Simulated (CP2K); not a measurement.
# Pt (P-1) in CP2K: a series of runs, part 2 of 2

CP2K 2026.2. The steps go on from the part before.

**4. Band structure, r2SCAN**

pt_bands.inp

```
&GLOBAL
  PROJECT pt_bands
  RUN_TYPE ENERGY_FORCE
  PRINT_LEVEL LOW
&END GLOBAL
&FORCE_EVAL
  METHOD QS
  STRESS_TENSOR ANALYTICAL
  &DFT
    BASIS_SET_FILE_NAME BASIS_MOLOPT_UZH
    POTENTIAL_FILE_NAME POTENTIAL_UZH
    &MGRID
      CUTOFF 675
      REL_CUTOFF 60
      NGRIDS 4
    &END MGRID
    &QS
      METHOD GPW
      EPS_DEFAULT 1.0E-9
    &END QS
    &KPOINTS
      SCHEME MONKHORST-PACK 12 12 12
      GAMMA_CENTERED T
      SYMMETRY T
      SYMMETRY_BACKEND SPGLIB
    &END KPOINTS
    &SCF
      SCF_GUESS ATOMIC
      EPS_SCF 1.0E-6
      MAX_SCF 100
      ADDED_MOS 11
      CHOLESKY OFF
      EPS_EIGVAL 1.0E-7
      &DIAGONALIZATION ON
        ALGORITHM STANDARD
      &END DIAGONALIZATION
      &MIXING ON
        METHOD BROYDEN_MIXING
        ALPHA 0.4
        BETA 1.5
        NBUFFER 8
      &END MIXING
      &SMEAR ON
        METHOD FERMI_DIRAC
        ELECTRONIC_TEMPERATURE [K] 580.226
      &END SMEAR
    &END SCF
    &XC
      &XC_FUNCTIONAL
        &MGGA_X_R2SCAN
        &END MGGA_X_R2SCAN
        &MGGA_C_R2SCAN
        &END MGGA_C_R2SCAN
      &END XC_FUNCTIONAL
    &END XC
    &PRINT
      &KPOINTS ON
      &END KPOINTS
      &MULLIKEN ON
      &END MULLIKEN
      &MO ON
        ENERGIES T
        OCCUPATION_NUMBERS T
        &EACH
          QS_SCF 0
        &END EACH
        ADD_LAST NUMERIC
      &END MO
      &BAND_STRUCTURE
        FILE_NAME bands.bs
        ADDED_MOS 4
        &KPOINT_SET
          UNITS B_VECTOR
          NPOINTS 8
          SPECIAL_POINT X 0.00000000 -0.50000000 0.50000000
          SPECIAL_POINT GAMMA 0.00000000 0.00000000 0.00000000
          SPECIAL_POINT Y 0.00000000 0.50000000 0.00000000
        &END KPOINT_SET
        &KPOINT_SET
          UNITS B_VECTOR
          NPOINTS 8
          SPECIAL_POINT L 0.00000000 0.00000000 0.50000000
          SPECIAL_POINT GAMMA 0.00000000 0.00000000 0.00000000
          SPECIAL_POINT Z -0.50000000 0.00000000 0.00000000
        &END KPOINT_SET
        &KPOINT_SET
          UNITS B_VECTOR
          NPOINTS 8
          SPECIAL_POINT N -0.50000000 -0.50000000 0.50000000
          SPECIAL_POINT GAMMA 0.00000000 0.00000000 0.00000000
          SPECIAL_POINT M -0.50000000 0.50000000 0.00000000
        &END KPOINT_SET
        &KPOINT_SET
          UNITS B_VECTOR
          NPOINTS 8
          SPECIAL_POINT R -0.50000000 0.00000000 0.50000000
          SPECIAL_POINT GAMMA 0.00000000 0.00000000 0.00000000
        &END KPOINT_SET
      &END BAND_STRUCTURE
    &END PRINT
  &END DFT
  &SUBSYS
    &CELL
      A 2.7434594584 0.0000000000 0.0000000000
      B -0.9128080294 2.6062325775 0.0000000000
      C -0.9120881841 -1.2738503288 2.2240903705
      PERIODIC XYZ
    &END CELL
    &COORD
      SCALED
      Pt  0.0000000000 0.0000000000 0.0000000000
    &END COORD
    &KIND Pt
      BASIS_SET TZVP-MOLOPT-PBE-GTH-q18
      POTENTIAL GTH-PBE-q18
    &END KIND
    &PRINT
      &ATOMIC_COORDINATES ON
      &END ATOMIC_COORDINATES
      &CELL ON
      &END CELL
      &SYMMETRY ON
      &END SYMMETRY
    &END PRINT
  &END SUBSYS
  &PRINT
    &FORCES ON
    &END FORCES
    &STRESS_TENSOR ON
    &END STRESS_TENSOR
  &END PRINT
&END FORCE_EVAL
```

Potentials or basis: POTENTIAL_UZH Pt GTH-PBE-q18; TZVP-MOLOPT-PBE-GTH basis.

Command:

```bash
$ OMP_NUM_THREADS=1 cp2k.psmp -i pt_bands.inp -o pt_bands.out
```

pt_bands.out:

```text

 CP2K| version string:                                       CP2K version 2026.2
 CP2K| Input file name                                              pt_bands.inp

 GLOBAL| Force Environment number                                              1
 GLOBAL| Basis set file name                                    BASIS_MOLOPT_UZH
 GLOBAL| Potential file name                                       POTENTIAL_UZH
 GLOBAL| MM Potential file name                                     MM_POTENTIAL
 GLOBAL| Coordinate file name                                      __STD_INPUT__
 GLOBAL| Method name                                                        CP2K
 GLOBAL| Project name                                                   pt_bands
 GLOBAL| Run type                                                   ENERGY_FORCE
 GLOBAL| FFT library                                                       FFTW3
 GLOBAL| Diagonalization library                                       ScaLAPACK
 GLOBAL| Cholesky decomposition library                                ScaLAPACK
 GLOBAL| DGEMM library                                                      BLAS
 GLOBAL| Direct generalized diagonalization requested                          F
 GLOBAL| Matrix multiplication library                                 ScaLAPACK
 GLOBAL| Global print level                                                  LOW
 GLOBAL| Total number of message passing processes                             1
 GLOBAL| Number of threads for this process                                    1
 GLOBAL| CPU model name                                                  UNKNOWN

 CELL| Volume [angstrom^3]:                                            15.902454
 CELL| Vector a [angstrom]:       2.743     0.000     0.000   |a| =     2.743459
 CELL| Vector b [angstrom]:      -0.913     2.606     0.000   |b| =     2.761461
[... 552 lines left out ...]
 KPOINTS| In units of b-vector [2pi/Bohr]
 KPOINTS| Special point     1           X     0.000000    -0.500000     0.500000
 KPOINTS| Special point     2       GAMMA     0.000000     0.000000     0.000000
 KPOINTS| Special point     3           Y     0.000000     0.500000     0.000000
 KPOINTS| Number of k-points in set    2                                      17
 KPOINTS| In units of b-vector [2pi/Bohr]
 KPOINTS| Special point     1           L     0.000000     0.000000     0.500000
 KPOINTS| Special point     2       GAMMA     0.000000     0.000000     0.000000
 KPOINTS| Special point     3           Z    -0.500000     0.000000     0.000000
 KPOINTS| Number of k-points in set    3                                      17
 KPOINTS| In units of b-vector [2pi/Bohr]
 KPOINTS| Special point     1           N    -0.500000    -0.500000     0.500000
 KPOINTS| Special point     2       GAMMA     0.000000     0.000000     0.000000
 KPOINTS| Special point     3           M    -0.500000     0.500000     0.000000
 KPOINTS| Number of k-points in set    4                                       9
 KPOINTS| In units of b-vector [2pi/Bohr]
 KPOINTS| Special point     1           R    -0.500000     0.000000     0.500000
 KPOINTS| Special point     2       GAMMA     0.000000     0.000000     0.000000

 ENERGY| Total FORCE_EVAL ( QS ) energy [hartree]           -120.219124893040387

 FORCES| Atomic forces [hartree/bohr]
 FORCES|   Atom     x               y               z               |f|
 FORCES|      1 -6.16177537E-15 -1.52320720E-12  2.96396469E-13   1.55178897E-12
 FORCES| Sum    -6.16177537E-15 -1.52320720E-12  2.96396469E-13
 FORCES| Total atomic force                                       1.55178897E-12

 STRESS| Analytical stress tensor [bar]
 STRESS|                        x                   y                   z
 STRESS|      x       -6.33767522630E+04   1.23879137582E+04  -1.21579614349E+04
 STRESS|      y        1.23879137582E+04  -7.56738772671E+04  -1.36625270150E+04
 STRESS|      z       -1.21579614349E+04  -1.36625270150E+04  -5.10103934743E+04
 STRESS| 1/3 Trace                                            -6.33536743348E+04
 STRESS| Determinant                                          -2.09684478446E+14

 STRESS| Eigenvectors and eigenvalues of the analytical stress tensor [bar]
 STRESS|                        1                   2                   3
 STRESS| Eigenvalues  -8.45394587911E+04  -7.01787394593E+04  -3.53428247540E+04
 STRESS|      x          -0.395641802080      0.763990127407     -0.509692701216
 STRESS|      y           0.891693599056      0.186675201703     -0.412352876153
 STRESS|      z           0.219886538583      0.617633754173      0.755101619556
```

bands.bs:

```text
# Set 1: 3 special points, 17 k-points, 24 bands
#  Special point 1          0.00000000    -0.50000000     0.50000000  X
#  Special point 2          0.00000000     0.00000000     0.00000000  GAMMA
#  Special point 3          0.00000000     0.50000000     0.00000000  Y
#  Point 1      Spin 1:     0.00000000    -0.50000000     0.50000000       0.05882353
#   Band    Energy [eV]     Occupation
       1   -85.88480313     2.00000000
       2   -39.97409459     2.00000000
[... 1440 lines left out ...]
       2   -39.77125559     2.00000000
       3   -39.63332526     2.00000000
       4   -39.55536029     2.00000000
       5     6.92550004     2.00000000
       6    10.19483796     2.00000000
       7    10.93565388     2.00000000
       8    12.77872113     2.00000000
       9    12.82556150     2.00000000
      10    13.44391271     0.00000000
      11    29.92916180     0.00000000
      12    32.34709009     0.00000000
      13    37.01616194     0.00000000
      14
```

Run time: 2.5 min. Hardware: 1 thread of Arm Neoverse V2, shared host; peak memory 0.34 GiB.

Results:

* Free energy: -3271.3288 eV
* Pressure: -6.3 GPa
* Band gap on the k mesh: none (metal or under the smearing width)

Levels at the corners of the path, in eV from the Fermi level:
| point | band 8 | band 9 | band 10 | band 11 | band 12 | band 13 |
| --- | --- | --- | --- | --- | --- | --- |
| X | -0.70 | 0.44 | 1.19 | 6.72 | 14.74 | 16.51 |
| Γ | -3.39 | -1.06 | -0.96 | 19.76 | 19.99 | 20.14 |
| Y | -0.66 | 0.29 | 1.11 | 6.45 | 14.93 | 16.82 |
| L | -0.71 | 0.51 | 1.23 | 6.84 | 14.62 | 16.35 |
| Γ | -3.39 | -1.06 | -0.96 | 19.76 | 19.99 | 20.14 |
| Z | -0.67 | 0.39 | 1.16 | 6.63 | 14.72 | 16.62 |
| N | 0.63 | 0.76 | 7.91 | 8.05 | 8.26 | 13.65 |
| Γ | -3.39 | -1.06 | -0.96 | 19.76 | 19.99 | 20.14 |
| M | -0.62 | 0.38 | 1.15 | 6.59 | 14.70 | 16.52 |
| R | -0.79 | 0.47 | 1.22 | 6.79 | 14.80 | 16.60 |
| Γ | -3.39 | -1.06 | -0.96 | 19.76 | 19.99 | 20.14 |

Caveat: the potentials were made for another functional, which shifts forces and pressure; spin-orbit coupling is left out, which moves the levels of the heavy elements; the basis of atomic orbitals isn't converged, which shifts pressures, moduli and gaps.

**5. Overview**

| level | gap on the mesh (eV) | pressure (GPa) |
| --- | --- | --- |
| LDA | none | -15.0 |
| PBEsol | none | -10.8 |
| r2SCAN | none | -6.3 |

Alike in all rows: task band structure; potentials or basis POTENTIAL_UZH Pt GTH-PBE-q18; TZVP-MOLOPT-PBE-GTH basis; no spin polarisation; cell as given; k mesh 12 × 12 × 12; smearing fermi-dirac 0.05 eV.

Caveats: the potentials were made for another functional, which shifts forces and pressure; spin-orbit coupling is left out, which moves the levels of the heavy elements; the basis of atomic orbitals isn't converged, which shifts pressures, moduli and gaps.

Absolute energies hang on the potentials; compare differences alone.
